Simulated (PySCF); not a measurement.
# Dipole moment and polarisability across levels of theory

Compound: propanoic acid, C₃H₆O₂.
SMILES: `O=C(CC)O`

PySCF, dipoles from the SCF density, polarisabilities from static response with core orbitals frozen. Isolated species at its PBE0-D3(BJ)/def2-SVP geometry (one conformer only).

Problem. How do dipole and polarisability depend on functional and basis here?

Solution. 

| level | μ (D) | α (au) | error (%) | anisotropy (au) |
| --- | --- | --- | --- | --- |
| LDA/def2-SVPD | 1.660 | 47.94 | +2.1 | 15.92 |
| PBE/def2-SVPD | 1.626 | 47.50 | +1.1 | 15.92 |
| B3LYP/def2-SVPD | 1.676 | 45.77 | -2.5 | 14.34 |
| PBE0/def2-SVPD | 1.679 | 45.20 | -3.8 | 14.11 |
| BHandHLYP/def2-SVPD | 1.745 | 43.68 | -7.0 | 12.80 |
| CAM-B3LYP/def2-SVPD | 1.701 | 45.06 | -4.1 | 13.54 |
| wB97X-D/def2-SVPD | 1.702 | 44.96 | -4.3 | 13.44 |
| LC-wPBE/def2-SVPD | 1.690 | 44.05 | -6.2 | 12.98 |
| HF/def2-SVPD | 1.862 | 41.58 | -11.5 | 11.09 |
| PBE0/6-31G* | 1.483 | 36.44 | -22.4 | 12.98 |
| PBE0/def2-SVP | 1.524 | 37.15 | -20.9 | 12.82 |
| PBE0/6-31+G* | 1.618 | 41.76 | -11.1 | 13.63 |
| PBE0/aug-cc-pVDZ | 1.666 | 45.91 | -2.3 | 14.76 |
| PBE0/def2-TZVP | 1.627 | 42.86 | -8.7 | 13.91 |
| PBE0/def2-TZVPD | 1.669 | 45.95 | -2.2 | 14.66 |

Reference polarisability: 6.960 Å³ (measured, gas; NIST CCCBDB Release 22 (SRD 101), experimental polarizabilities). The anisotropy is √(½[(α1 − α2)² + (α2 − α3)² + (α3 − α1)²]). For the polarisability, the smallest error is 1.1% (PBE/def2-SVPD) and the largest 22.4% (PBE0/6-31G*). The dipole runs from 1.48 D (PBE0/6-31G*) to 1.86 D (HF/def2-SVPD). In one basis (def2-SVPD) the functionals order the polarisability from HF (lowest) to LDA (highest), a spread of 15%. With PBE0 the polarisability is 38.82 au without diffuse functions (mean of 6-31G*, def2-SVP and def2-TZVP) and 44.71 au with them (mean of 6-31+G*, def2-SVPD, aug-cc-pVDZ and def2-TZVPD). Measured values can belong to vibrating molecules and may average over conformers; the computed ones are for one fixed geometry.
